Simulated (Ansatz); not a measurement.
Ni3Ge under changes of volume

One of the cells (11.000 Å³/atom); the others are scaled copies at fixed shape and fractional positions:

```xyz
4
Lattice="3.5303 0.0000 0.0000 0.0000 3.5303 0.0000 0.0000 0.0000 3.5303" Properties=species:S:1:pos:R:3 pbc="T T T"
Ge    0.0000    0.0000    0.0000
Ni    1.7652    1.7652    0.0000
Ni    0.0000    1.7652    1.7652
Ni    1.7652    0.0000    1.7652
```

The cell comes from a database or a generator and needn't be the stable form of this composition.

- Program: Ansatz 0.2.0
- Functional: LDA
- Potentials or basis: all-electron LAPW, scalar-relativistic
- Cutoff: 285 eV (chosen from the basis error)
- Basis error allowed: 0.002 eV/atom
- k mesh: 8 × 8 × 8
- Occupations: fermi-dirac, width 0.05 eV
- Spin: collinear spin, ferromagnetic start
- Starting moments: [0.0, 1.0, 1.0, 1.0] μB

```tsv
volume (Å³/atom)	energy over the lowest point (meV/atom)	pressure (GPa)
10.340	5.34	6.7
10.560	0.00	1.3
10.780	?	?
11.000	9.52	-7.8
11.220	22.86	-11.5
11.440	41.06	-14.9
11.660	63.55	-17.8
```

What does the run at 10.780 Å³/atom give?

Energy over the lowest point 1.66 meV/atom; pressure -3.5 GPa.

Worked out: A Birch-Murnaghan fit of order 3 (a polynomial in V^(-2/3)) to the other rows has its minimum at 10.61 Å³/atom with B0 = V·E''(V) = 238 GPa and B' = 4.9. It gives 1.66 meV/atom at 10.780 Å³/atom, against the run's 1.66, and -dE/dV = -3.6 GPa, against -3.5.

Energies are extrapolated to zero smearing.

Caveats: the starting moments weren't kept.
